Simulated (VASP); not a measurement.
Here is a VASP 6.6.1 calculation.

File INCAR:

```
PREC = Accurate
ENCUT = 520
EDIFF = 1E-7
ISMEAR = -1
SIGMA = 0.05
LREAL = False
LASPH = True
NELM = 80
ALGO = Normal
ISIF = 2
LWAVE = False
LCHARG = False
GGA = PE
NBANDS = 18
```

KPOINTS

```
Automatic mesh
0
Gamma
  7 7 7
```

The input POSCAR:

```
BiTe
1.0
    0.0000000000      3.2350000000      3.2350000000
    3.2350000000      0.0000000000      3.2350000000
    3.2350000000      3.2350000000      0.0000000000
Bi Te
1 1
Direct
   -0.0170560000     -0.0088040000      0.0238150000
    0.4961140000      0.4922550000      0.5021870000
```

Potentials or basis: VASP PAW PBE potentials, release 64 (Bi_d, Te).

Launch:

```sh
$ cat potpaw_PBE.64/Bi_d/POTCAR potpaw_PBE.64/Te/POTCAR > POTCAR
$ mpirun -np 1 vasp_std > vasp.out
```

Task: What does it give for the largest force?

Result: 0.245 eV/Å.

Task: Predict the pressure.

Result: 1.0 GPa.

Forces in eV/Å, atoms in the order of the input:
```
Bi  -0.192 -0.078  0.131
Te   0.192  0.078 -0.131
```
